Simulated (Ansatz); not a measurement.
Input, command and steps of an Ansatz relaxation.

```yaml
crystal:
  lattice:
    - [6.1735364455, 0.0, 0.0]
    - [0.0, 6.1735364455, 0.0]
    - [0.0, 0.0, 4.8242907376]
  atoms:
    - { symbol: Al, position: [0.157679985, 0.342320015, 0.0] }
    - { symbol: Al, position: [0.157679985, 0.657679985, 0.5] }
    - { symbol: Al, position: [0.842320015, 0.342320015, 0.5] }
    - { symbol: Al, position: [0.842320015, 0.657679985, 0.0] }
    - { symbol: Al, position: [0.657679985, 0.842320015, 0.5] }
    - { symbol: Al, position: [0.657679985, 0.157679985, 0.0] }
    - { symbol: Al, position: [0.342320015, 0.842320015, 0.0] }
    - { symbol: Al, position: [0.342320015, 0.157679985, 0.5] }
    - { symbol: Cu, position: [0.0, 0.0, 0.75] }
    - { symbol: Cu, position: [0.0, 0.0, 0.25] }
    - { symbol: Cu, position: [0.5, 0.5, 0.25] }
    - { symbol: Cu, position: [0.5, 0.5, 0.75] }
basis:
  ecutwfc: 420
kpoints:
  mp_grid: { grid: [6, 6, 8] }
hamiltonian:
  xc: pbe
scf:
  occupations: { method: gaussian, width: 0.1 }
output:
  forces: true
  stress: true
  eigenvalues: true
relax:
  adjacent_minimum: "off"
  f_tol: 0.008
  max_steps: 40
  cell: { stress_tol: 0.015, fix: [a, b, gamma] }
```

```bash
ansatz run input.yaml --threads 1 --pin off --max-ram 2560MiB --backend cpu --events-out ev --progress --plain --runs-dir out
```

Method: DFT PBE, scalar-relativistic, plane waves, PAW (Ansatz).

Of 4 frames 3 are shown, positions in Å and forces in eV/Å; the SCF threshold varies from step to step. Steps run on the plane waves of an earlier cell, with a Pulay correction in the pressure. The basis is chosen afresh for the last frame, the zero of the energies, and at times for earlier ones too; energy and pressure step there, also at an unchanged geometry.

```xyz
12
Lattice="6.1735 0.0000 0.0000 0.0000 6.1735 0.0000 0.0000 0.0000 4.8243" Properties=species:S:1:pos:R:3:forces:R:3 pbc="T T T" step=1 free_energy_over_end_meV_per_atom=0.06 pressure_GPa=-2.43
Al    0.9734    2.1133    0.0000   -0.0212    0.0212    0.0000
Al    0.9734    4.0602    2.4121   -0.0212   -0.0212    0.0000
Al    5.2001    2.1133    2.4121    0.0212    0.0212    0.0000
Al    5.2001    4.0602    0.0000    0.0212   -0.0212    0.0000
Al    4.0602    5.2001    2.4121   -0.0212    0.0212    0.0000
Al    4.0602    0.9734    0.0000   -0.0212   -0.0212    0.0000
Al    2.1133    5.2001    0.0000    0.0212    0.0212    0.0000
Al    2.1133    0.9734    2.4121    0.0212   -0.0212    0.0000
Cu    0.0000    0.0000    3.6182    0.0000    0.0000    0.0000
Cu    0.0000    0.0000    1.2061    0.0000    0.0000    0.0000
Cu    3.0868    3.0868    1.2061    0.0000    0.0000    0.0000
Cu    3.0868    3.0868    3.6182    0.0000    0.0000    0.0000
12
Lattice="6.1735 0.0000 0.0000 0.0000 6.1735 0.0000 0.0000 0.0000 4.8289" Properties=species:S:1:pos:R:3:forces:R:3 pbc="T T T" step=2 free_energy_over_end_meV_per_atom=0.01 pressure_GPa=-2.54
Al    0.9708    2.1160    0.0000   -0.0014    0.0014    0.0000
Al    0.9708    4.0576    2.4144   -0.0014   -0.0014    0.0000
Al    5.2027    2.1160    2.4144    0.0014    0.0014    0.0000
Al    5.2027    4.0576    0.0000    0.0014   -0.0014    0.0000
Al    4.0576    5.2027    2.4144   -0.0014    0.0014    0.0000
Al    4.0576    0.9708    0.0000   -0.0014   -0.0014    0.0000
Al    2.1160    5.2027    0.0000    0.0014    0.0014    0.0000
Al    2.1160    0.9708    2.4144    0.0014   -0.0014    0.0000
Cu    0.0000    0.0000    3.6217    0.0000    0.0000    0.0000
Cu    0.0000    0.0000    1.2072    0.0000    0.0000    0.0000
Cu    3.0868    3.0868    1.2072    0.0000    0.0000    0.0000
Cu    3.0868    3.0868    3.6217    0.0000    0.0000    0.0000
12
Lattice="6.1735 0.0000 0.0000 0.0000 6.1735 0.0000 0.0000 0.0000 4.8306" Properties=species:S:1:pos:R:3:forces:R:3 pbc="T T T" step=4 free_energy_over_end_meV_per_atom=0.00 pressure_GPa=-2.57
Al    0.9707    2.1161    0.0000    0.0001   -0.0001    0.0000
Al    0.9707    4.0574    2.4153    0.0001    0.0001    0.0000
Al    5.2029    2.1161    2.4153   -0.0001   -0.0001    0.0000
Al    5.2029    4.0574    0.0000   -0.0001    0.0001    0.0000
Al    4.0574    5.2029    2.4153    0.0001   -0.0001    0.0000
Al    4.0574    0.9707    0.0000    0.0001    0.0001    0.0000
Al    2.1161    5.2029    0.0000   -0.0001   -0.0001    0.0000
Al    2.1161    0.9707    2.4153   -0.0001    0.0001    0.0000
Cu    0.0000    0.0000    3.6229    0.0000    0.0000    0.0000
Cu    0.0000    0.0000    1.2076    0.0000    0.0000    0.0000
Cu    3.0868    3.0868    1.2076    0.0000    0.0000    0.0000
Cu    3.0868    3.0868    3.6229    0.0000    0.0000    0.0000
```

It took 2.4 min on 1 thread of Arm Neoverse V2 (shared host), peak memory 0.69 GiB.